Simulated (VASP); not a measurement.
A run of VASP 6.6.1 is set up as follows.

Contents of INCAR:

```
SYSTEM = NaI
PREC     = Accurate       ! precision mode
ENCUT    = 300            ! plane-wave cutoff, eV
EDIFF    = 1E-7           ! SCF threshold, eV
ISMEAR   = 0              ! smearing method
SIGMA    = 0.03           ! smearing width, eV
LREAL    = .FALSE.        ! projectors in reciprocal space
LASPH    = .TRUE.         ! aspherical terms in the spheres
NELM     = 80             ! most SCF steps
ALGO     = Normal         ! electronic algorithm
ISIF     = 3              ! what is computed and relaxed
LWAVE    = .FALSE.        ! write WAVECAR
LCHARG   = .FALSE.        ! write CHGCAR
GGA      = PE             ! functional
IBRION   = 2              ! ionic algorithm
NSW      = 90             ! ionic steps
EDIFFG   = -0.005         ! ionic threshold
```

KPOINTS

```
Automatic mesh
0
G
  4 4 4
  0 0 0
```

POSCAR

```
NaI                                     
1.0
    0.0000000000      3.2550232621      3.2550232621
    3.2550232621      0.0000000000      3.2550232621
    3.2550232621      3.2550232621      0.0000000000
  Na              I             
     1     1
Direct
     0.0000000000000000    0.0000000000000000    0.0000000000000000
     0.5000000000000000    0.5000000000000000    0.5000000000000000
```

Potentials or basis: VASP PAW PBE potentials, release 64 (Na, I).

Launch:

```console
$ cat potpaw_PBE.64/Na/POTCAR potpaw_PBE.64/I/POTCAR > POTCAR
$ mpirun -np 1 vasp_std > vasp.out
```

Task: Predict the band gap on the k mesh.

Result: 3.59 eV, direct.

Final structure:
```xyz
2
Lattice="0.0000 3.2550 3.2550 3.2550 0.0000 3.2550 3.2550 3.2550 0.0000" Properties=species:S:1:pos:R:3 pbc="T T T"
Na    0.0000    0.0000    0.0000
I     3.2550    3.2550    3.2550
```

Caveat: the relaxation stopped at its first step, so nothing moved; spin-orbit coupling is left out, which moves the levels of the heavy elements. Expect the measured gap to be larger: semilocal functionals such as PBE lack the derivative discontinuity.
